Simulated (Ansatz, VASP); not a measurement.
# LiZn15HO16 (Li-H pair in ZnO): VASP beside Ansatz

Wanted: the spread between two codes on one cell, functional and k mesh. The cell is taken from a series of runs on this material, whose earlier steps may have relaxed, scaled, displaced or heated it; both programs get it as it stands.

Program: Ansatz 0.2.0. Level of theory: plane waves, with VASP 6.6.1 beside it; single point at HSE06. Results are calculated unless marked as measured.

**1. The starting structure**

The cell holds 33 atoms: 15 Zn, 16 O, 1 Li and 1 H. Cell: a = 6.559 Å, b = 6.559 Å, c = 10.587 Å, α = 90.0°, β = 90.0°, γ = 120.0°. It derives from ZnO (ZnO (P6_3mc)). Nearest the centre at fractional (0.333, 0.667, 0.559): H33 at 0.36 Å, Li32 at 1.43 Å, O22 at 1.60 Å, O29 at 2.30 Å, O17 at 2.30 Å, O21 at 2.31 Å, Zn14 at 2.89 Å, Zn3 at 2.89 Å.

**2. VASP: single point, HSE06**

With cell and atoms fixed, the geometry can't cause a difference; cores, projectors, grids and the points listed under the comparison can.

Lines of VASP's logs that name or quote its potential files are left out, and so is its time.

The run reads the wave functions of an earlier VASP run, which isn't shown here.

INCAR reads:

```
SYSTEM = LiZn15HO16
PREC = Accurate
ENCUT = 650
EDIFF = 1E-06
NELM = 100
ISMEAR = -1
SIGMA = 0.01
LREAL = Auto
ALGO = Normal
LHFCALC = .TRUE.
AEXX = 0.25
GGA = PE
HFSCREEN = 0.208
LASPH = .TRUE.
NBANDS = 163
PRECFOCK = Fast
LORBIT = 11
LWAVE = .FALSE.
LCHARG = .FALSE.
ISIF = 2
```

POSCAR reads:

```
LiZn15HO16
1.0
    6.5590399461      0.0000000000      0.0000000000
   -3.2795199731      5.6802952178      0.0000000000
    0.0000000000      0.0000000000     10.5865021034
Zn O Li H
15 16 1 1
Direct
    0.1617723818      0.3251757476      0.2523606056
    0.3363114241      0.1686181028      0.0029881800
    0.1571209944      0.3158017704      0.7574810872
    0.3260706570      0.1636354448      0.4970468750
    0.1616981571      0.8377273580      0.2522667955
    0.3325859854      0.6667869226      0.0086281768
    0.1572219445      0.8420912200      0.7573269772
    0.6659469188      0.3335153844      0.2558104595
    0.8307045973      0.1686260273      0.0030124882
    0.6659022149      0.3334260764      0.7482656133
    0.8358486291      0.1636116044      0.4970652685
    0.6742868835      0.8376585512      0.2523657416
    0.8307218323      0.6630783175      0.0029432298
    0.6833908316      0.8421566802      0.7573898466
    0.8357871096      0.6733194660      0.4970337065
    0.3353361136      0.1682446038      0.1880286662
    0.1653115560      0.3323550427      0.4370272716
    0.3303916186      0.1656349139      0.6896170799
    0.1662305139      0.3340526269      0.9428138157
    0.3325650088      0.6668494279      0.1966371687
    0.1651625825      0.8342458322      0.4368968740
    0.3325856223      0.6666242988      0.7105983058
    0.1662380316      0.8331003068      0.9427329545
    0.8312193970      0.1682052440      0.1880359897
    0.6659009841      0.3334949718      0.4422250713
    0.8336856411      0.1656775443      0.6896483264
    0.6659163881      0.3334480926      0.9358588379
    0.8311575180      0.6640546748      0.1879838004
    0.6671634166      0.8341647860      0.4369837442
    0.8336913089      0.6689617733      0.6896059504
    0.6652655446      0.8331374455      0.9427511943
    0.3324862184      0.6670547282      0.4244489426
    0.3325044792      0.6659286506      0.5929420598
```

KPOINTS reads:

```
Automatic mesh
0
Gamma
1 1 1
0 0 0
```

The projector-augmented-wave data sets are Zn, O, Li_sv and H (PBE family, release 64).

The run is started by

```sh
$ export OMP_NUM_THREADS=3
$ mpirun -np 1 vasp_gam
```

Numbers of over 12 decimals in the logs are rounded to 6 here.

The log of the run:

```text
[banner, memory and clock lines left out]
running    1 mpi-ranks, on    1 nodes
[...]
Offloading initialized ...    1 GPUs detected
[...]
LDA part: xc-table for (Slater+PW92), standard interpolation
 found WAVECAR, reading the header
 POSCAR, INCAR and KPOINTS ok, starting setup
[...]
reading WAVECAR
 the WAVECAR file was read successfully
 initial charge from wavefunction
 entering main loop
       N       E                     dE             d eps       ncg     rms          rms(c)
DAV:   1    -0.182456440155E+03   -0.18246E+03   -0.11108E+01   409   0.428E+01    0.663E+00
DAV:   2    -0.182403345021E+03    0.53095E-01   -0.48164E+00   420   0.151E+01    0.218E+00
DAV:   3    -0.182421865811E+03   -0.18521E-01   -0.46685E-01   444   0.446E+00    0.120E+00
DAV:   4    -0.182424448298E+03   -0.25825E-02   -0.70702E-02   372   0.108E+00    0.684E-01
[...]
DAV:  11    -0.182420768611E+03    0.35752E-05   -0.14870E-05   380   0.324E-02    0.188E-02
DAV:  12    -0.182420767120E+03    0.14913E-05   -0.87481E-06   332   0.204E-02    0.119E-02
DAV:  13    -0.182420766214E+03    0.90558E-06   -0.30610E-06   292   0.171E-02
   1 F= -.18242077E+03 E0= -.18242077E+03  d E =-.274473E-13
```

Parts of OUTCAR (step 2):

```text
  Total       -1.0426048     -1.1536128    -15.1530654     -0.0988424     -0.0480718      0.0162502
  in kB       -4.2351289     -4.6860506    -61.5527425     -0.4015042     -0.1952710      0.0660093
  external PRESSURE =     -23.4913073 kB  Pullay stress =       0.0000000 kB

 POSITION                                       TOTAL-FORCE (eV/Angst)
 -----------------------------------------------------------------------------------
     -0.00535      1.84709      2.67162        -0.001545      0.010996     -0.065105
      1.65289      0.95780      0.03163        -0.003024     -0.001621     -0.051326
     -0.00512      1.79385      8.01908         0.000522      0.124018     -0.106713
      1.60206      0.92950      5.26199         0.036185      0.017979      0.114417
     -1.68676      4.75854      2.67062         0.008596     -0.006750     -0.063465
     -0.00530      3.78755      0.09134         0.000139     -0.000417     -0.058046
     -1.73043      4.78333      8.01744         0.105387     -0.060722     -0.104129
      3.27420      1.89447      2.70814        -0.002002     -0.000447     -0.001138
      4.89561      0.95785      0.03189         0.001377     -0.001461     -0.053127
      3.27420      1.89396      7.92152         0.001395      0.000570     -0.032637
      4.94580      0.92936      5.26218        -0.035324      0.019072      0.115370
      1.67556      4.75815      2.67167        -0.009903     -0.004623     -0.067669
      3.27416      3.76648      0.03116        -0.000684      0.002036     -0.050701
      1.72052      4.78370      8.01811        -0.105697     -0.061602     -0.105734
[...]
-----------------------------------------------------------------------------------
    total drift:                                0.004491     -0.005099      0.000122

  FREE ENERGIE OF THE ION-ELECTRON SYSTEM (eV)
  ---------------------------------------------------
  free  energy   TOTEN  =      -182.4207662145 eV

  energy  without entropy=     -182.4207662145  energy(sigma->0) =     -182.42076621

[... 3 further parts left out ...]
[key lines of the parts left out:]
E-fermi :   0.0631
```

The run ends at a pressure of -2.35 GPa, with forces up to 6.2 eV/Å.

(Part 1 of 2 ends here.)

[Lines on the potential files, build, host, timing and source positions are cut from VASP's logs without a mark.]

[Logs are printed without paths, hosts, clocks, repeated set-up lines and the standing remarks that a program may print on its own settings, such as how far it seeks lower states.]

[Hosts, paths, dates, database ids (printed as entryN), source tags and the programs' standing remarks are cut or masked in the printed files.]
